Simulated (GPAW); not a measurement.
# Ag (Fm-3m) in GPAW: settings compared

One crystal, Ag, is run at these levels: M06-L+D3, LDA, mBEEF, PBE; tasks: equation of state, band structure.

Program: GPAW 26.7.0. These are calculated values, not measurements. Logs are shortened: lines on timing, memory, paths and dates and some standing lists are left out, and cuts for length are marked. The log counts tension as positive stress, the text compression.

## (1) The structure

It takes space group Fm-3m (No. 225, cubic). Conventional cell: a = 4.085 Å, b = 4.085 Å, c = 4.085 Å, α = 90.00°, β = 90.00°, γ = 90.00°. Ag (site symmetry m-3m) has 12 Ag at 2.89 Å as nearest neighbours.

## (2) Equation of state, M06-L+D3

Input file run.py:

```python
from ase.calculators.mixing import SumCalculator
from ase.eos import EquationOfState
from ase.io import Trajectory, read
from ase.units import GPa
from dftd3.ase import DFTD3
from gpaw import GPAW, PW

atoms = read('Ag.cif')

traj = Trajectory('eos.traj', 'w')
volumes, energies = [], []
for x in [0.94, 0.96, 0.98, 1.0, 1.02, 1.04, 1.06]:
    a = atoms.copy()
    a.set_cell(atoms.cell * x**(1 / 3), scale_atoms=True)
    calc = GPAW(mode=PW(600),
                xc='M06-L',
                kpts={'size': (11, 11, 11), 'gamma': True},
                occupations={'name': 'fermi-dirac', 'width': 0.05},
                nbands=18,
                convergence={'density': 1e-05, 'energy': 1e-05},
                maxiter=150,
                txt=f'eos-{x:.2f}.txt')
    a.calc = SumCalculator([calc, DFTD3(method='m06l', damping='d3zero')])
    energies.append(a.get_potential_energy())
    volumes.append(a.get_volume())
    p = -a.get_stress()[:3].mean() / GPa
    calc.write(f'eos-{x:.2f}.gpw')
    traj.write(a)
    print(f'{x:.2f} {volumes[-1]:10.4f} A^3 {energies[-1]:14.6f} eV {p:9.3f} GPa', flush=True)

v0, e0, B = EquationOfState(volumes, energies, eos='birchmurnaghan').fit()
print(f'V0 = {v0:.4f} A^3, E0 = {e0:.6f} eV, B0 = {B / GPa:.2f} GPa')
```

Input file Ag.cif:

```cif
data_Ag
_cell_length_a 2.88888475
_cell_length_b 2.88888475
_cell_length_c 2.88888475
_cell_angle_alpha 60.00000000
_cell_angle_beta 60.00000000
_cell_angle_gamma 60.00000000
_space_group_name_H-M_alt 'P1'
_space_group_name_Hall 'P 1'
_space_group_IT_number 1
loop_
_space_group_symop_operation_xyz
'x,y,z'
loop_
_atom_site_label
_atom_site_type_symbol
_atom_site_symmetry_multiplicity
_atom_site_Wyckoff_symbol
_atom_site_fract_x
_atom_site_fract_y
_atom_site_fract_z
_atom_site_occupancy
Ag1 Ag 1 a 0.0000000000 0.0000000000 0.0000000000 1
```

Potentials or basis: GPAW PAW data sets (gpaw-data 1.2.1), pw.

On the command line:

```console
OMP_NUM_THREADS=1 python run.py
```

Log:

```text
__  _  _
 | _ |_)|_||  |
 |__||  | ||/\| - 26.7.0

Input parameters:
  mode=PW(ecut=600.0),
  convergence={'density': 1e-05, 'energy': 1e-05},
  kpts=MonkhorstPack(size=(11, 11, 11), gamma=True),
  maxiter=150,
  nbands=18,
  occupations=Occupations(name='fermi-dirac', width=0.05),
  xc=XC(name='M06-L')

Diagonalizing LCAO Hamiltonian
Converting LCAO to pw mode

       Ag

Atoms  # Å, Bohr magnetons
|   | symbol |        x |        y |        z |    initial magnetic moments |
|---|--------|----------|----------|----------|-----------------------------|
| 0 |     Ag | 0.000000 | 0.000000 | 0.000000 | ( 0.0000,  0.0000,  0.0000) |

Unit cell  # Å
| periodic |        x |        y |        z |  lengths |    angles |
|----------|----------|----------|----------|----------|-----------|
|      yes | 2.829911 | 0.000000 | 0.000000 | 2.829911 | 60.000000 |
|      yes | 1.414956 | 2.450775 | 0.000000 | 2.829911 | 60.000000 |
|      yes | 1.414956 | 0.816925 | 2.310613 | 2.829911 | 60.000000 |

Number of symmetries: 48
Symmetry operations  # r_c * U_cc + t_c -> r_c
|    | kind |            matrix            |
|----|------|------------------------------|
|  0 |  σ   |  1, 0, 0,  1, 0,-1,  1,-1, 0 |
|  1 |  C2  |  1, 0, 0,  1,-1, 0,  1, 0,-1 |
|  2 |  E   |  1, 0, 0,  0, 1, 0,  0, 0, 1 |
|  3 |  σ   |  1, 0, 0,  0, 0, 1,  0, 1, 0 |
|  4 |  C4  |  1, 0,-1,  1, 0, 0,  1,-1, 0 |
|  5 |  S6  |  1, 0,-1,  1,-1, 0,  1, 0, 0 |
|  6 |  σ   |  1, 0,-1,  0, 1,-1,  0, 0,-1 |
|  7 |  C3  |  1, 0,-1,  0, 0,-1,  0, 1,-1 |
|  8 |  S6  |  1,-1, 0,  1, 0, 0,  1, 0,-1 |
|  9 |  C4  |  1,-1, 0,  1, 0,-1,  1, 0, 0 |
| 10 |  C3  |  1,-1, 0,  0,-1, 1,  0,-1, 0 |
| 11 |  σ   |  1,-1, 0,  0,-1, 0,  0,-1, 1 |
| 12 |  σ   |  0, 1, 0,  1, 0, 0,  0, 0, 1 |
| 13 |  C4  |  0, 1, 0,  0, 1,-1, -1, 1, 0 |
| 14 |  C3  |  0, 1, 0,  0, 0, 1,  1, 0, 0 |
| 15 |  S6  |  0, 1, 0, -1, 1, 0,  0, 1,-1 |
| 16 |  C2  |  0, 1,-1,  1, 0,-1,  0, 0,-1 |
| 17 |  σ   |  0, 1,-1,  0, 1, 0, -1, 1, 0 |
| 18 |  S4  |  0, 1,-1,  0, 0,-1,  1, 0,-1 |
| 19 |  C4  |  0, 1,-1, -1, 1, 0,  0, 1, 0 |
| 20 |  C3  |  0, 0, 1,  1, 0, 0,  0, 1, 0 |
| 21 |  σ   |  0, 0, 1,  0, 1, 0,  1, 0, 0 |
| 22 |  S6  |  0, 0, 1,  0,-1, 1, -1, 0, 1 |
| 23 |  C4  |  0, 0, 1, -1, 0, 1,  0,-1, 1 |
| 24 |  S4  |  0, 0,-1,  1, 0,-1,  0, 1,-1 |
| 25 |  C3  |  0, 0,-1,  0, 1,-1,  1, 0,-1 |
| 26 |  C2  |  0, 0,-1,  0,-1, 0, -1, 0, 0 |
| 27 |  S6  |  0, 0,-1, -1, 0, 0,  0,-1, 0 |
| 28 |  S4  |  0,-1, 1,  1,-1, 0,  0,-1, 0 |
| 29 |  C4  |  0,-1, 1,  0, 0, 1, -1, 0, 1 |
| 30 |  C2  |  0,-1, 1,  0,-1, 0,  1,-1, 0 |
| 31 |  σ   |  0,-1, 1, -1, 0, 1,  0, 0, 1 |
| 32 |  C3  |  0,-1, 0,  1,-1, 0,  0,-1, 1 |
| 33 |  S6  |  0,-1, 0,  0, 0,-1, -1, 0, 0 |
| 34 |  S4  |  0,-1, 0,  0,-1, 1,  1,-1, 0 |
| 35 |  C2  |  0,-1, 0, -1, 0, 0,  0, 0,-1 |
| 36 |  C2  | -1, 1, 0,  0, 1, 0,  0, 1,-1 |
| 37 |  S6  | -1, 1, 0,  0, 1,-1,  0, 1, 0 |
| 38 |  S4  | -1, 1, 0, -1, 0, 1, -1, 0, 0 |
| 39 |  C3  | -1, 1, 0, -1, 0, 0, -1, 0, 1 |
| 40 |  S6  | -1, 0, 1,  0, 0, 1,  0,-1, 1 |
| 41 |  C2  | -1, 0, 1,  0,-1, 1,  0, 0, 1 |
| 42 |  C3  | -1, 0, 1, -1, 1, 0, -1, 0, 0 |
| 43 |  S4  | -1, 0, 1, -1, 0, 0, -1, 1, 0 |
| 44 |  C2  | -1, 0, 0,  0, 0,-1,  0,-1, 0 |
| 45 |  i   | -1, 0, 0,  0,-1, 0,  0, 0,-1 |
| 46 |  σ   | -1, 0, 0, -1, 1, 0, -1, 0, 1 |
| 47 |  C2  | -1, 0, 0, -1, 0, 1, -1, 1, 0 |

BZ-sampling:
  Number of BZ points: 1331
  Number of IBZ points: 56

  Monkhorst-Pack size: [11, 11, 11]
  Monkhorst-Pack shift: [0, 0, 0]

K-points  # in reciprocal-cell coordinates
|     |                                coordinates |     weight |
|-----|--------------------------------------------|------------|
|   0 | (  0.00000000,   0.00000000,   0.00000000) | 0.00075131 |
|   1 | (  0.09090909,   0.09090909,   0.00000000) | 0.00450789 |
|   2 | (  0.09090909,   0.09090909,   0.09090909) | 0.00601052 |
|   3 | (  0.18181818,   0.09090909,   0.09090909) | 0.00901578 |
|   4 | (  0.18181818,   0.18181818,   0.00000000) | 0.00450789 |
|   5 | (  0.18181818,   0.18181818,   0.09090909) | 0.01803156 |
|   6 | (  0.18181818,   0.18181818,   0.18181818) | 0.00601052 |
|   7 | (  0.27272727,   0.18181818,   0.09090909) | 0.01803156 |
|   8 | (  0.27272727,   0.18181818,   0.18181818) | 0.01803156 |
|   9 | (  0.27272727,   0.27272727,   0.00000000) | 0.00450789 |
| ... |                                            |            |
|  55 | (  0.45454545,   0.45454545,   0.45454545) | 0.00601052 |

Plane wave coefficients: 543
Cutoff: 600.0 eV

Spin-components: 1 (collinear spins)
Bands:           18
Projectors:      6
Spin-degeneracy: 2
Datatype:        complex128

Parallelization:
  kpt:    1
  domain: 1
  band:   1

Density:
  Valence electrons: 17.0
  Components: 1
  Grid points: [16 16 16]
  Charge: 0.0  # |e|

Potential:
  Grid points: [16 16 16]

species:
  Ag:
    name:    Silver
    Z:       47.0
    valence: 17
    core:    30
    charge:  0.0  # [|e|]
    compensation charges:
      type: gauss
      rc: 0.40  # [Å]
      lmax: 2
    cutoffs:
      filter: 2.35  # [Å]
      core: 2.19  # [Å]
    projectors
    | kind |    occ | energy [eV] | rcut [Å] |
    |------|--------|-------------|----------|
    |   5s |  1.000 |      -4.401 |    1.286 |
    |   4p |  6.000 |     -58.577 |    1.328 |
    |   5p |  0.000 |      -0.738 |    1.328 |
    |   4d | 10.000 |      -7.446 |    1.180 |
    |    s |        |      22.811 |    1.286 |
    |    d |        |      19.766 |    1.180 |

    Using partial waves for Ag as LCAO basis

Reference energy: -144597.826354  # eV

eigensolver:
  PPCG
  Converge bands: occupied
  niter=2

density mixing:
  MSR1-Mixer
  Pratt-step length: 0.05
  Maximum mixing coefficient: 0.75
  Old densities: 10
  SVD Regularization: 0.005
  Good broyden scale: 1.0
  Trust region scale: 1.0
  Backstep threshold: 4.0
  History deletion threshold: 6.0
  Fourier metric: weight=20.0, sigma=0.015

occupation numbers:
  Fermi-Dirac:
    width: 0.0500  # eV

poisson solver:
  ecut: 4800.0  # eV

xc functional:
  name: M06-L with 2 nearest neighbor stencil

convergence criteria:
- Maximum integral of absolute [dens]ity change: 1e-05 electrons / valence electron
- Maximum [total energy] change in last 3 cyles: 1e-05 eV / valence electron
- Maximum integral of absolute [eigenst]ate change: 4e-08 eV^2 / valence electron
maximum number of iterations: 150

SCF iterations
|iter     | |      energy | eigst |  dens |
|---------|-|-------------|-------|-------|
|iter:   1| | -149.660086 | +2.64 |       |
|iter:   2| |  -11.720891 | +1.08 | -1.18 |
|iter:   3| |  -12.231689 | -1.06 | -1.59 |
|iter:   4| |  -12.267769 | -2.58 | -1.49 |
|iter:   5| |  -12.263700 | -4.24 | -1.83 |
|iter:   6| |  -12.257807 | -2.90 | -1.84 |
|iter:   7| |  -12.246064 | -3.08 | -2.06 |
|iter:   8| |  -12.250593 | -4.46 | -2.31 |
|iter:   9| |  -12.267459 | -3.27 | -2.41 |
|iter:  10| |  -12.274970 | -4.02 | -2.48 |
|iter:  11| |  -12.281962 | -4.12 | -2.55 |
|iter:  12| |  -12.285817 | -3.18 | -2.61 |
|iter:  13| |  -12.289811 | -2.77 | -3.01 |
|iter:  14| |  -12.289150 | -4.22 | -3.13 |
|iter:  15| |  -12.289139 | -5.15 | -3.47 |
|iter:  16| |  -12.289138c| -6.75 | -4.22 |
|iter:  17| |  -12.289138c| -7.47c| -4.72 |
|iter:  18| |  -12.289138c| -7.76c| -5.13c|

Converged in 18 steps
Energy contributions relative to reference atoms: (reference = -144597.826354)

Energy contributions:
  Kinetic:          27.065373
  Coulomb:         -25.975721
  Zero:              0.398517
  External:          0.000000
  Xc:              -13.776937
  Entropy:          -0.000740
  Spinorbit:         0.000000
  ----------------------------
  Free energy:     -12.289508
  Extrapolated:    -12.289138

dipole moment: (-17.486461, -10.095813, -7.138818)  # |e|*Ang

Fermi level: 9.435
Eigenvalues  # (at kpt = [0.000, 0.000, 0.000])
| band index |      eig [eV] | occ [0-2] |
|------------|---------------|-----------|
|          0 |       -48.491 |     2.000 |
|          1 |       -48.491 |     2.000 |
|          2 |       -48.491 |     2.000 |
|          3 |         1.055 |     2.000 |
|          4 |         3.944 |     2.000 |
|          5 |         3.944 |     2.000 |
[... 10 lines left out ...]
|         16 |        35.805 |     0.000 |
|         17 |        42.212 |     0.000 |

No gap
No difference between direct/indirect transitions

Stress tensor  # eV/Ang^3
|         x |         y |         z |
|-----------|-----------|-----------|
| -0.087866 |  0.000000 |  0.000000 |
|  0.000000 | -0.087866 |  0.000000 |
|  0.000000 | -0.000000 | -0.087866 |

# Writing to eos-0.94.gpw (mode='')
```

eos-0.96.txt:

```text
SCF iterations
|iter     | |      energy | eigst |  dens |
|---------|-|-------------|-------|-------|
|iter:   1| | -145.393821 | +2.62 |       |
|iter:   2| |  -11.747657 | +1.08 | -1.18 |
|iter:   3| |  -12.267862 | -1.06 | -1.60 |
|iter:   4| |  -12.289536 | -2.85 | -1.50 |
|iter:   5| |  -12.295823 | -3.49 | -1.73 |
[... 39 lines left out ...]
|          3 |         0.921 |     2.000 |
|          4 |         3.725 |     2.000 |
|          5 |         3.725 |     2.000 |
[... 10 lines left out ...]
|         16 |        35.140 |     0.000 |
|         17 |        41.309 |     0.000 |

No gap
No difference between direct/indirect transitions

Stress tensor  # eV/Ang^3
|         x |         y |         z |
|-----------|-----------|-----------|
| -0.068294 |  0.000000 |  0.000000 |
|  0.000000 | -0.068294 | -0.000000 |
|  0.000000 |  0.000000 | -0.068294 |

# Writing to eos-0.96.gpw (mode='')
```

Wall time 5.4 min (1 thread of Intel Xeon 6975P-C (Granite Rapids), shared host); peak memory 0.65 GiB.

Results:

- Equilibrium volume: 17.88 Å³/atom (rough: see the caveat)
- Bulk modulus: 92 GPa (rough)

Energy against volume, from the lowest point:
```csv
volume (Å³/atom),energy (meV/atom)
16.025,68.67
16.366,43.73
16.707,25.07
17.048,11.93
17.389,3.79
17.730,0.00
18.071,0.17
```

Caveat: the points scatter about the fit; the PAW data sets were made with another functional, which shifts forces and pressure a little.

## (3) Equation of state, LDA

Input file run.py:

```python
from ase.eos import EquationOfState
from ase.io import Trajectory, read
from ase.units import GPa
from gpaw import GPAW, PW, setup_paths

setup_paths.insert(0, '.')

atoms = read('Ag.xyz')

traj = Trajectory('eos.traj', 'w')
volumes, energies = [], []
for x in [0.94, 0.96, 0.98, 1.0, 1.02, 1.04, 1.06]:
    a = atoms.copy()
    a.set_cell(atoms.cell * x**(1 / 3), scale_atoms=True)
    calc = GPAW(mode=PW(600),
                xc='LDA',
                kpts={'size': (11, 11, 11), 'gamma': True},
                occupations={'name': 'fermi-dirac', 'width': 0.05},
                setups={'Ag': 'jth'},
                nbands=-10,
                convergence={'density': 1e-05, 'energy': 1e-05},
                maxiter=150,
                txt=f'eos-{x:.2f}.txt')
    a.calc = calc
    energies.append(a.get_potential_energy(force_consistent=True))
    volumes.append(a.get_volume())
    p = -a.get_stress()[:3].mean() / GPa
    calc.write(f'eos-{x:.2f}.gpw')
    traj.write(a)
    print(f'{x:.2f} {volumes[-1]:10.4f} A^3 {energies[-1]:14.6f} eV {p:9.3f} GPa', flush=True)

v0, e0, B = EquationOfState(volumes, energies, eos='birchmurnaghan').fit()
print(f'V0 = {v0:.4f} A^3, E0 = {e0:.6f} eV, B0 = {B / GPa:.2f} GPa')
```

Input file Ag.xyz:

```xyz
1
Lattice="0.0000000000 2.0427500000 2.0427500000 2.0427500000 0.0000000000 2.0427500000 2.0427500000 2.0427500000 0.0000000000" Properties=species:S:1:pos:R:3 pbc="T T T"
Ag     0.0000000000      0.0000000000      0.0000000000
```

Potentials or basis: JTH PAW 2.0, LDA, pw.

On the command line:

```console
OMP_NUM_THREADS=1 python run.py
```

Log:

```text
__  _  _
 | _ |_)|_||  |
 |__||  | ||/\| - 26.7.0

Input parameters:
  mode=PW(ecut=600.0),
  convergence={'density': 1e-05, 'energy': 1e-05},
  kpts=MonkhorstPack(size=(11, 11, 11), gamma=True),
  maxiter=150,
  nbands=-10,
  occupations=Occupations(name='fermi-dirac', width=0.05),
  setups={'Ag': 'jth'},
  xc=XC(name='LDA')

Diagonalizing LCAO Hamiltonian
Converting LCAO to pw mode

       Ag

Atoms  # Å, Bohr magnetons
|   | symbol |        x |        y |        z |    initial magnetic moments |
|---|--------|----------|----------|----------|-----------------------------|
| 0 |     Ag | 0.000000 | 0.000000 | 0.000000 | ( 0.0000,  0.0000,  0.0000) |

Unit cell  # Å
| periodic |        x |        y |        z |  lengths |    angles |
|----------|----------|----------|----------|----------|-----------|
|      yes | 0.000000 | 2.001050 | 2.001050 | 2.829911 | 60.000000 |
|      yes | 2.001050 | 0.000000 | 2.001050 | 2.829911 | 60.000000 |
|      yes | 2.001050 | 2.001050 | 0.000000 | 2.829911 | 60.000000 |

Number of symmetries: 48
Symmetry operations  # r_c * U_cc + t_c -> r_c
|    | kind |            matrix            |
|----|------|------------------------------|
|  0 |  σ   |  1, 0, 0,  1, 0,-1,  1,-1, 0 |
|  1 |  C2  |  1, 0, 0,  1,-1, 0,  1, 0,-1 |
|  2 |  E   |  1, 0, 0,  0, 1, 0,  0, 0, 1 |
|  3 |  σ   |  1, 0, 0,  0, 0, 1,  0, 1, 0 |
|  4 |  C4  |  1, 0,-1,  1, 0, 0,  1,-1, 0 |
|  5 |  S6  |  1, 0,-1,  1,-1, 0,  1, 0, 0 |
|  6 |  σ   |  1, 0,-1,  0, 1,-1,  0, 0,-1 |
|  7 |  C3  |  1, 0,-1,  0, 0,-1,  0, 1,-1 |
|  8 |  S6  |  1,-1, 0,  1, 0, 0,  1, 0,-1 |
|  9 |  C4  |  1,-1, 0,  1, 0,-1,  1, 0, 0 |
| 10 |  C3  |  1,-1, 0,  0,-1, 1,  0,-1, 0 |
| 11 |  σ   |  1,-1, 0,  0,-1, 0,  0,-1, 1 |
| 12 |  σ   |  0, 1, 0,  1, 0, 0,  0, 0, 1 |
| 13 |  C4  |  0, 1, 0,  0, 1,-1, -1, 1, 0 |
| 14 |  C3  |  0, 1, 0,  0, 0, 1,  1, 0, 0 |
| 15 |  S6  |  0, 1, 0, -1, 1, 0,  0, 1,-1 |
| 16 |  C2  |  0, 1,-1,  1, 0,-1,  0, 0,-1 |
| 17 |  σ   |  0, 1,-1,  0, 1, 0, -1, 1, 0 |
| 18 |  S4  |  0, 1,-1,  0, 0,-1,  1, 0,-1 |
| 19 |  C4  |  0, 1,-1, -1, 1, 0,  0, 1, 0 |
| 20 |  C3  |  0, 0, 1,  1, 0, 0,  0, 1, 0 |
| 21 |  σ   |  0, 0, 1,  0, 1, 0,  1, 0, 0 |
| 22 |  S6  |  0, 0, 1,  0,-1, 1, -1, 0, 1 |
| 23 |  C4  |  0, 0, 1, -1, 0, 1,  0,-1, 1 |
| 24 |  S4  |  0, 0,-1,  1, 0,-1,  0, 1,-1 |
| 25 |  C3  |  0, 0,-1,  0, 1,-1,  1, 0,-1 |
| 26 |  C2  |  0, 0,-1,  0,-1, 0, -1, 0, 0 |
| 27 |  S6  |  0, 0,-1, -1, 0, 0,  0,-1, 0 |
| 28 |  S4  |  0,-1, 1,  1,-1, 0,  0,-1, 0 |
| 29 |  C4  |  0,-1, 1,  0, 0, 1, -1, 0, 1 |
| 30 |  C2  |  0,-1, 1,  0,-1, 0,  1,-1, 0 |
| 31 |  σ   |  0,-1, 1, -1, 0, 1,  0, 0, 1 |
| 32 |  C3  |  0,-1, 0,  1,-1, 0,  0,-1, 1 |
| 33 |  S6  |  0,-1, 0,  0, 0,-1, -1, 0, 0 |
| 34 |  S4  |  0,-1, 0,  0,-1, 1,  1,-1, 0 |
[... 77 lines left out ...]
    |   5s |  1.000 |      -4.713 |    1.331 |
    |    s |        |      47.620 |    1.331 |
    |   5p |  0.000 |      -0.843 |    1.331 |
    |    p |        |      40.817 |    1.331 |
    |   4d | 10.000 |      -7.662 |    1.113 |
    |    d |        |       0.000 |    1.113 |

    Using partial waves for Ag as LCAO basis

Reference energy: -144523.329648  # eV

eigensolver:
  PPCG
  Converge bands: occupied
  niter=2

density mixing:
  MSR1-Mixer
  Pratt-step length: 0.05
  Maximum mixing coefficient: 0.75
  Old densities: 10
  SVD Regularization: 0.005
  Good broyden scale: 1.0
  Trust region scale: 1.0
  Backstep threshold: 4.0
  History deletion threshold: 6.0
  Fourier metric: weight=20.0, sigma=0.015

occupation numbers:
  Fermi-Dirac:
    width: 0.0500  # eV

poisson solver:
  ecut: 4800.0  # eV

xc functional:
  name: None

convergence criteria:
- Maximum integral of absolute [dens]ity change: 1e-05 electrons / valence electron
- Maximum [total energy] change in last 3 cyles: 1e-05 eV / valence electron
- Maximum integral of absolute [eigenst]ate change: 4e-08 eV^2 / valence electron
maximum number of iterations: 150

SCF iterations
|iter     | |      energy | eigst |  dens |
|---------|-|-------------|-------|-------|
|iter:   1| |   -4.143732 | -1.46 |       |
|iter:   2| |   -4.053847 | -3.87 | -1.07 |
|iter:   3| |   -3.763467 | -2.37 | -1.13 |
|iter:   4| |   -3.758865 | -5.73 | -2.07 |
|iter:   5| |   -3.757473 | -6.46 | -2.38 |
|iter:   6| |   -3.757473 | -7.73c| -4.08 |
|iter:   7| |   -3.757473c| -7.81c| -4.44 |
|iter:   8| |   -3.757473c| -9.34c| -5.94c|

Converged in 8 steps
Energy contributions relative to reference atoms: (reference = -144523.329648)

Energy contributions:
  Kinetic:          -9.311372
  Coulomb:           8.413173
  Zero:              0.085506
  External:          0.000000
  Xc:               -2.943765
  Entropy:          -0.002028
  Spinorbit:         0.000000
  ----------------------------
  Free energy:      -3.758486
  Extrapolated:     -3.757473

dipole moment: (-34.202863, -34.202863, -34.202863)  # |e|*Ang

Fermi level: 6.284
Eigenvalues  # (at kpt = [0.000, 0.000, 0.000])
| band index |      eig [eV] | occ [0-2] |
|------------|---------------|-----------|
|          0 |        -2.222 |     2.000 |
|          1 |         1.100 |     2.000 |
|          2 |         1.100 |     2.000 |
|          3 |         1.100 |     2.000 |
|          4 |         2.273 |     2.000 |
|          5 |         2.273 |     2.000 |
|          6 |        23.025 |     0.000 |
|          7 |        26.726 |     0.000 |
|          8 |        26.726 |     0.000 |
|          9 |        26.726 |     0.000 |
|         10 |        31.352 |     0.000 |
|         11 |        32.670 |     0.000 |
|         12 |        32.670 |     0.000 |
|         13 |        32.670 |     0.000 |
|         14 |        37.352 |     0.000 |

No gap
No difference between direct/indirect transitions

Stress tensor  # eV/Ang^3
|        x |         y |         z |
|----------|-----------|-----------|
| 0.003590 |  0.000000 |  0.000000 |
| 0.000000 |  0.003590 | -0.000000 |
| 0.000000 | -0.000000 |  0.003590 |

# Writing to eos-0.94.gpw (mode='')
```

stdout:

```text
0.94    16.0252 A^3      -3.758486 eV    -0.575 GPa
0.96    16.3662 A^3      -3.754874 eV    -3.310 GPa
0.98    16.7071 A^3      -3.746538 eV    -5.697 GPa
1.00    17.0481 A^3      -3.732743 eV    -7.738 GPa
1.02    17.3890 A^3      -3.714743 eV    -9.472 GPa
1.04    17.7300 A^3      -3.693572 eV   -10.955 GPa
1.06    18.0710 A^3      -3.669245 eV   -12.205 GPa
<dir> UserWarning: The minimum volume of your fit is not in your volumes.  You may not have a minimum in your dataset!
  warnings.warn(
V0 = 16.0156 A^3, E0 = -3.758404 eV, B0 = 143.06 GPa
```

Run time: 33 s. Hardware: 1 thread of Intel Xeon 6975P-C (Granite Rapids), shared host; peak memory 0.2 GiB.

Results:

```
Equilibrium volume : 16.02 Å³/atom (rough: see the caveat)
Bulk modulus       : 143 GPa (rough)
```

Energy against volume, from the lowest point:
| volume (Å³/atom) | energy (meV/atom) |
| --- | --- |
| 16.025 | 0.00 |
| 16.366 | 3.61 |
| 16.707 | 11.95 |
| 17.048 | 25.74 |
| 17.389 | 43.74 |
| 17.730 | 64.91 |
| 18.071 | 89.24 |

Caveat: the minimum lies outside the volumes run; the program truncates these outside data sets.

[end of part 1 of 2]
